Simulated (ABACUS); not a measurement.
# TiTe2 (P-3m1) in ABACUS: a series of runs

Runs on TiTe2. Level: PBE. Tasks: single point, relaxation of cell and atoms.

Program: ABACUS 3.10.1. These are calculated values, not measurements. Logs are shortened: lines on timing, memory, paths and dates and some standing lists are left out, and cuts for length are marked.

## Step 1: The crystal as given

The structure is trigonal, space group P-3m1 (No. 164). The conventional cell has a = 3.777 Å, b = 3.777 Å, c = 6.498 Å, α = 90.00°, β = 90.00°, γ = 120.00°. Te (site symmetry 3m) has 3 Ti at 2.77 Å as nearest neighbours. Ti (site symmetry -3m) is surrounded by 6 Te at 2.77 Å.

## Step 2: Single point, PBE

File run_abacus.py:

```python
"""ABACUS run from a structure file: ASE reads it, the script writes STRU, KPT and INPUT."""
import re
import subprocess
from ase.io import read
from ase.units import Bohr

atoms = read("TiTe2.cif")
atoms = atoms[(-atoms.numbers).argsort(kind="stable")]  # ABACUS lists atoms element by element
pseudo = {'Te': 'Te.upf', 'Ti': 'Ti.upf'}
orbital = {'Te': 'Te_confined-atom_8au_1s1p1d.orb', 'Ti': 'Ti_confined-atom_7au_2s1p1d.orb'}
magmoms = None
kmesh = [7, 7, 4]
params = {
    'suffix': 'TiTe2',
    'calculation': 'scf',
    'basis_type': 'lcao',
    'pseudo_dir': './',
    'orbital_dir': './',
    'symmetry': 1,
    'dft_functional': 'pbe',
    'ecutwfc': 100,
    'pseudo_rcut': 7,
    'nspin': 1,
    'nbands': 28,
    'ks_solver': 'genelpa',
    'smearing_method': 'fd',
    'smearing_sigma': 0.00367493,
    'scf_thr': 1e-07,
    'scf_nmax': 100,
    'mixing_type': 'broyden',
    'mixing_beta': 0.7,
    'cal_force': 1,
    'cal_stress': 1,
    'out_mul': 1,
    'out_chg': 1,
}

symbols = atoms.get_chemical_symbols()
elements = list(dict.fromkeys(symbols))
lines = ["ATOMIC_SPECIES"] + [f"{e} {atoms.get_masses()[symbols.index(e)]:.4f} {pseudo[e]}" for e in elements]
if orbital:
    lines += ["", "NUMERICAL_ORBITAL"] + [orbital[e] for e in elements]
lines += ["", "LATTICE_CONSTANT", f"{1 / Bohr:.10f}", "", "LATTICE_VECTORS"]
lines += [" ".join(f"{x:.10f}" for x in v) for v in atoms.cell]
lines += ["", "ATOMIC_POSITIONS", "Direct"]
for e in elements:
    lines += ["", e, "0.0", str(symbols.count(e))]
    for i, p in enumerate(atoms.get_scaled_positions(wrap=False)):
        if symbols[i] == e:
            mag = "" if magmoms is None else " mag " + " ".join(str(x) for x in (magmoms[i] if isinstance(magmoms[i], list) else [magmoms[i]]))
            lines.append(" ".join(f"{x:.10f}" for x in p) + " 1 1 1" + mag)
open("STRU", "w").write("\n".join(lines) + "\n")
open("KPT", "w").write("K_POINTS\n0\nGamma\n%d %d %d 0 0 0\n" % tuple(kmesh))
open("INPUT", "w").write("INPUT_PARAMETERS\n" + "".join(f"{k:<20s}{v}\n" for k, v in params.items()))

done = subprocess.run(['mpirun', '-np', '4', 'abacus'])
if done.returncode:
    raise SystemExit(done.returncode)
log = open("OUT.TiTe2/running_scf.log").read()
print("final energy (eV):", re.findall(r"FINAL_ETOT_IS (\S+)", log))
```

File TiTe2.cif:

```cif
data_TiTe2
_cell_length_a 3.77700000
_cell_length_b 3.77700000
_cell_length_c 6.49800000
_cell_angle_alpha 90.00000000
_cell_angle_beta 90.00000000
_cell_angle_gamma 120.00000000
_space_group_name_H-M_alt 'P1'
_space_group_name_Hall 'P 1'
_space_group_IT_number 1
loop_
_space_group_symop_operation_xyz
'x,y,z'
loop_
_atom_site_label
_atom_site_type_symbol
_atom_site_symmetry_multiplicity
_atom_site_Wyckoff_symbol
_atom_site_fract_x
_atom_site_fract_y
_atom_site_fract_z
_atom_site_occupancy
Te1 Te 1 a 0.3333333333 0.6666666667 0.7372000000 1
Te2 Te 1 a 0.6666666667 0.3333333333 0.2628000000 1
Ti1 Ti 1 a 0.0000000000 0.0000000000 0.0000000000 1
```

Potentials or basis: PseudoDojo NC SR 0.4.1 PBE standard, SZ LCAO (the cutoffs set its grid).

Launch:

```bash
> OMP_NUM_THREADS=1 python run_abacus.py > log
```

running log:

```text
ABACUS v3.10.1

               Atomic-orbital Based Ab-initio Computation at UStc

 ------------------------------------------------------------------------------------

 READING GENERAL INFORMATION
                           global_out_dir = OUT.TiTe2/
                           global_in_card = INPUT
                               pseudo_dir = ./
                              orbital_dir = ./
                                    DSIZE = 4
                                    GSIZE = 1

 READING UNITCELL INFORMATION
                                    ntype = 2
                  lattice constant (Bohr) = 1.88973
              lattice constant (Angstrom) = 1

 READING ATOM TYPE 1
                               atom label = Te
                      L=0, number of zeta = 1
                      L=1, number of zeta = 1
                      L=2, number of zeta = 1
             number of atom for this type = 2

 READING ATOM TYPE 2
                               atom label = Ti
                      L=0, number of zeta = 2
                      L=1, number of zeta = 1
                      L=2, number of zeta = 1
             number of atom for this type = 1

                        TOTAL ATOM NUMBER = 3
DIRECT COORDINATES
    atom                   x                   y                   z     mag                  vx                  vy                  vz
taud_Te1            0.3333333333        0.6666666667        0.7372000000  0.0000        0.0000000000        0.0000000000        0.0000000000
taud_Te2            0.6666666667        0.3333333333        0.2628000000  0.0000        0.0000000000        0.0000000000        0.0000000000
taud_Ti1            0.0000000000        0.0000000000        0.0000000000  0.0000        0.0000000000        0.0000000000        0.0000000000

                          Volume (Bohr^3) = 541.752
                             Volume (A^3) = 80.2793

 Lattice vectors: (Cartesian coordinate: in unit of a_0)
               +3.777                  +0                  +0
              -1.8885            +3.27098                  +0
                   +0                  +0              +6.498
 Reciprocal vectors: (Cartesian coordinate: in unit of 2 pi/a_0)
             +0.26476           +0.152859                  -0
                   -0           +0.305719                  -0
                   +0                  -0           +0.153894
 The esolver type has been set to : ksdft_lcao

                PAO radial cut off (Bohr) = 7

 Read in pseudopotential file is Te.upf
                     pseudopotential type = NC
          exchange-correlation functional = PBE
                 nonlocal core correction = 1
                        valence electrons = 16
                                     lmax = 2
                           number of zeta = 3
                     number of projectors = 6
                           L of projector = 0
[... 207 lines left out ...]
                         PeriodicBoundary = 1
                        Radius(unit:lat0) = 10.9
                                   glayer = [ 5, 5, 3 ]
                             glayer_minus = [ 4, 4, 2 ]

Find the coordinate range of the input atom(unit:lat0).
                                  min_tau = [ -22.7, -13.1, -13 ]
                                  max_tau = [ 24.6, 15.3, 17.8 ]
                                BoxNumber = [ 9, 9, 5 ]

 SETUP EXTENDED REAL SPACE GRID FOR GRID INTEGRATION
                          real space grid = [ 45, 45, 80 ]
                 big cell numbers in grid = [ 9, 9, 20 ]
             meshcell numbers in big cell = [ 5, 5, 4 ]
                        extended fft grid = [ 12, 12, 14 ]
                dimension of extened grid = [ 34, 34, 49 ]
                            UnitCellTotal = 75
              Atom number in sub-FFT-grid = 3
    Local orbitals number in sub-FFT-grid = 28
                                ParaV.nnr = 6414
                                 init_chg = atomic

 LCAO ALGORITHM --------------- ION=   1  ELEC=   1--------------------------------

 Density error is 0.0335475837441
----------------------------------------------------------
     Energy           Rydberg                 eV
----------------------------------------------------------
 E_KohnSham     -538.0729286330      -7320.8577689564
 E_Harris       -538.1884001344      -7322.4288393325
 E_Fermi        0.8060900004         10.9674171066
----------------------------------------------------------
[... 102 lines left out ...]
 Density error is 3.36395913979e-08
----------------------------------------------------------
     Energy           Rydberg                 eV
----------------------------------------------------------
 E_KohnSham     -538.1005041859      -7321.2329536006
 E_KS(sigma->0) -538.1001776325      -7321.2285106146
 E_Harris       -538.1005068708      -7321.2329901309
 E_band         -46.2280597353       -628.9650198851
 E_one_elec     -240.4528931291      -3271.5294471414
 E_Hartree      137.2818146307       1867.8149107577
 E_xc           -116.4634324575      -1584.5662900600
 E_Ewald        -318.4653401233      -4332.9432411849
 E_entropy(-TS) -0.0006531067        -0.0088859720
 E_descf        0.0000000000         0.0000000000
 E_exx          0.0000000000         0.0000000000
 E_Fermi        0.8171781962         11.1182797498
----------------------------------------------------------

 charge density convergence is achieved
 final etot is -7321.2329536 eV
 EFERMI = 11.11827975 eV

 STATE ENERGY(eV) AND OCCUPATIONS    NSPIN == 1
 1/28 kpoint (Cartesian) = 0.0000 0.0000 0.0000 (2296 pws)
       1       -46.0710      0.0102041
       2       -25.1223      0.0102041
       3       -25.1223      0.0102041
       4       -25.1182      0.0102041
       5       -25.1182      0.0102041
       6       -25.1001      0.0102041
[... 170 lines left out ...]
      27        14.3246    1.72979e-29
      28        18.3098    4.19808e-64

[... levels at 22 further k points ...]

 correction force for each atom along direction 1 is 2.15278e-14
 correction force for each atom along direction 2 is 1.43931e-15
 correction force for each atom along direction 3 is -4.31745e-14
------------------------------------------------------------------------------------------
 TOTAL-FORCE (eV/Angstrom)
------------------------------------------------------------------------------------------
                       Te1         0.0000000000         0.0000000000        -0.2920659548
                       Te2         0.0000000000         0.0000000000         0.2920659548
                       Ti1         0.0000000000         0.0000000000         0.0000000000
------------------------------------------------------------------------------------------

----------------------------------------------------------------
 TOTAL-STRESS (KBAR)
----------------------------------------------------------------
        74.9705885851         0.0000000000         0.0000000000
         0.0000000000        74.9705885848         0.0000000000
         0.0000000000         0.0000000000        29.0709825102
----------------------------------------------------------------
 TOTAL-PRESSURE: 59.670720 KBAR

 --------------------------------------------
 !FINAL_ETOT_IS -7321.2329536006091075 eV
 --------------------------------------------
```

It took 16 s on 4 MPI ranks of AMD EPYC, shared host; peak memory 0.4 GiB.

The run converged, but some of its settings lie outside the range that counts as converged, so its numbers aren't taken as properties of the crystal.

What came out:

- Free energy: -7321.2330 eV
- Pressure: 6.0 GPa
- Largest force: 0.292 eV/Å
- Band gap on the k mesh: none (metal or under the smearing width)
- Mulliken charges: Te -0.29; Ti +0.58 e

Caveat: the atomic orbitals were generated for these runs and aren't a published set; Mulliken charges move with the basis; this functional lacks dispersion, which binds the layers, so the pressure and a relaxed spacing across them are unreliable; the basis of atomic orbitals isn't converged, which shifts pressures, moduli and gaps.

## Step 3: Relaxation of cell and atoms, PBE

File INPUT:

```
INPUT_PARAMETERS
suffix              TiTe2
calculation         cell-relax
basis_type          lcao
pseudo_dir          ./
orbital_dir         ./
symmetry            1
dft_functional      pbe
ecutwfc             100
pseudo_rcut         7
nspin               1
nbands              27
ks_solver           genelpa
smearing_method     fd
smearing_sigma      0.00367493
scf_thr             1e-07
scf_nmax            100
mixing_type         broyden
mixing_beta         0.7
cal_force           1
cal_stress          1
out_mul             1
relax_nmax          60
force_thr_ev        0.005
relax_method        cg
out_stru            1
stress_thr          0.5
```

File STRU:

```
ATOMIC_SPECIES
Te 127.6000 Te.upf
Ti 47.8670 Ti.upf

NUMERICAL_ORBITAL
Te_confined-atom_8au_1s1p1d.orb
Ti_confined-atom_7au_2s1p1d.orb

LATTICE_CONSTANT
1.8897261246

LATTICE_VECTORS
3.7770000000 0.0000000000 0.0000000000
-1.8885000000 3.2709779501 0.0000000000
0.0000000000 0.0000000000 6.4980000000

ATOMIC_POSITIONS
Direct

Te
0.0
2
0.3333333333 0.6666666667 0.7372000000 1 1 1
0.6666666667 0.3333333333 0.2628000000 1 1 1

Ti
0.0
1
0.0000000000 0.0000000000 0.0000000000 1 1 1
```

File KPT:

```
K_POINTS
0
Gamma
7 7 4 0 0 0
```

Potentials or basis: PseudoDojo NC SR 0.4.1 PBE standard, SZ LCAO (the cutoffs set its grid).

Launch:

```bash
> OMP_NUM_THREADS=1 mpirun -np 4 abacus > log
```

running log:

```text
ABACUS v3.10.1

               Atomic-orbital Based Ab-initio Computation at UStc

 ------------------------------------------------------------------------------------

 READING GENERAL INFORMATION
                           global_out_dir = OUT.TiTe2/
                           global_in_card = INPUT
                               pseudo_dir = ./
                              orbital_dir = ./
                                    DSIZE = 4
                                    GSIZE = 1

 READING UNITCELL INFORMATION
                                    ntype = 2
                  lattice constant (Bohr) = 1.88973
              lattice constant (Angstrom) = 1

 READING ATOM TYPE 1
                               atom label = Te
                      L=0, number of zeta = 1
                      L=1, number of zeta = 1
                      L=2, number of zeta = 1
             number of atom for this type = 2

 READING ATOM TYPE 2
                               atom label = Ti
                      L=0, number of zeta = 2
                      L=1, number of zeta = 1
                      L=2, number of zeta = 1
             number of atom for this type = 1

                        TOTAL ATOM NUMBER = 3
DIRECT COORDINATES
    atom                   x                   y                   z     mag                  vx                  vy                  vz
taud_Te1            0.3333333333        0.6666666667        0.7372000000  0.0000        0.0000000000        0.0000000000        0.0000000000
taud_Te2            0.6666666667        0.3333333333        0.2628000000  0.0000        0.0000000000        0.0000000000        0.0000000000
taud_Ti1            0.0000000000        0.0000000000        0.0000000000  0.0000        0.0000000000        0.0000000000        0.0000000000
[... 4 lines left out ...]
 Lattice vectors: (Cartesian coordinate: in unit of a_0)
               +3.777                  +0                  +0
              -1.8885            +3.27098                  +0
                   +0                  +0              +6.498
 Reciprocal vectors: (Cartesian coordinate: in unit of 2 pi/a_0)
             +0.26476           +0.152859                  -0
                   -0           +0.305719                  -0
                   +0                  -0           +0.153894
 The esolver type has been set to : ksdft_lcao

                PAO radial cut off (Bohr) = 7

 Read in pseudopotential file is Te.upf
                     pseudopotential type = NC
          exchange-correlation functional = PBE
                 nonlocal core correction = 1
                        valence electrons = 16
                                     lmax = 2
                           number of zeta = 3
                     number of projectors = 6
                           L of projector = 0
[... 140 lines left out ...]
       3 -0.28571429  0.28571429  0.00000000  0.0306       2
       4 -0.42857143  0.42857143  0.00000000  0.0306       3
       5 -0.14285714  0.28571429  0.00000000  0.0306       8
       6 -0.28571429  0.42857143  0.00000000  0.0612       9
[... 20 lines left out ...]
      27  0.42857143  0.42857143  0.50000000  0.0306     108
      28  0.42857143  0.28571429  0.50000000  0.0306     114

                               nkstot now = 28
[... K-POINTS DIRECT COORDINATES: 28 rows ...]

           k-point number in this process = 28
       minimum distributed K point number = 28
[... stars of the k points ...]

[... K-POINTS CARTESIAN COORDINATES: 28 rows ...]

[... K-POINTS DIRECT COORDINATES: 28 rows ...]

 SETUP PLANE WAVES FOR WAVE FUNCTIONS
     energy cutoff for wavefunc (unit:Ry) = 100
              fft grid for wave functions = [ 45, 45, 80 ]
                    number of plane waves = 11539
                         number of sticks = 421

 PARALLEL PW FOR WAVE FUNCTIONS
     PROC   COLUMNS(POT)             PW
        1            105           2885
        2            106           2886
        3            105           2883
        4            105           2885
 --------------- sum -------------------
        4            421          11539

 SET NONLOCAL PSEUDOPOTENTIAL PROJECTORS
 SET NONLOCAL PSEUDOPOTENTIAL PROJECTORS
 max number of nonlocal projetors among all species is 6

 -------------------------------------------
 STEP OF RELAXATION : 1
 -------------------------------------------

 SETUP SEARCHING RADIUS FOR PROGRAM TO SEARCH ADJACENT ATOMS
                  longest orb rcut (Bohr) = 8
   longest nonlocal projector rcut (Bohr) = 2.3
                     search radius (Bohr) = 20.6
              searching radius is (Bohr)) = 20.6
         searching radius unit is (Bohr)) = 1.89
                         PeriodicBoundary = 1
                        Radius(unit:lat0) = 10.9
                                   glayer = [ 5, 5, 3 ]
                             glayer_minus = [ 4, 4, 2 ]

Find the coordinate range of the input atom(unit:lat0).
                                  min_tau = [ -22.7, -13.1, -13 ]
                                  max_tau = [ 24.6, 15.3, 17.8 ]
                                BoxNumber = [ 9, 9, 5 ]

 SETUP EXTENDED REAL SPACE GRID FOR GRID INTEGRATION
                          real space grid = [ 45, 45, 80 ]
                 big cell numbers in grid = [ 9, 9, 20 ]
             meshcell numbers in big cell = [ 5, 5, 4 ]
                        extended fft grid = [ 12, 12, 14 ]
                dimension of extened grid = [ 34, 34, 49 ]
                            UnitCellTotal = 75
              Atom number in sub-FFT-grid = 3
    Local orbitals number in sub-FFT-grid = 28
                                ParaV.nnr = 6414
                                 init_chg = atomic

 LCAO ALGORITHM --------------- ION=   1  ELEC=   1--------------------------------

 Density error is 0.0335475835551
----------------------------------------------------------
     Energy           Rydberg                 eV
----------------------------------------------------------
 E_KohnSham     -538.0729286339      -7320.8577689687
 E_Harris       -538.1884001042      -7322.4288389213
 E_Fermi        0.8060900024         10.9674171339
----------------------------------------------------------
[... 1404 lines left out ...]
 Largest gradient in stress is 0.081567 kbar.
 Threshold is 0.500000 kbar.

 Relaxation is converged!

 --------------------------------------------
 !FINAL_ETOT_IS -7321.4092887487286134 eV
 --------------------------------------------
```

Run time: 2.1 min. Hardware: 4 MPI ranks of AMD EPYC, shared host; peak memory 0.4 GiB.

The run converged, but some of its settings lie outside the range that counts as converged, so its numbers aren't taken as properties of the crystal.

What came out:

```yaml
Free_energy: -7321.4093 eV
Relaxed_volume: 29.59 Å³/atom
Relaxed_cell: a = 3.986 Å, b = 3.986 Å, c = 6.452 Å, α = 90.00°, β = 90.00°, γ = 120.00°
Space_group_after_relaxing_to_0.05_Å: P-3m1 (No. 164)
Energy_gained_by_relaxing: 58.8 meV/atom
Ionic_steps: 13
Pressure_after_relaxing: 0.0 GPa
Mulliken_charges: Te -0.33; Ti +0.65 e
```

Caveat: the atomic orbitals were generated for these runs and aren't a published set; Mulliken charges move with the basis; this functional lacks dispersion, which binds the layers, so the pressure and a relaxed spacing across them are unreliable; the volume moved by +11 % from the deposited cell, more than functionals usually miss; the basis of atomic orbitals isn't converged, which shifts pressures, moduli and gaps.
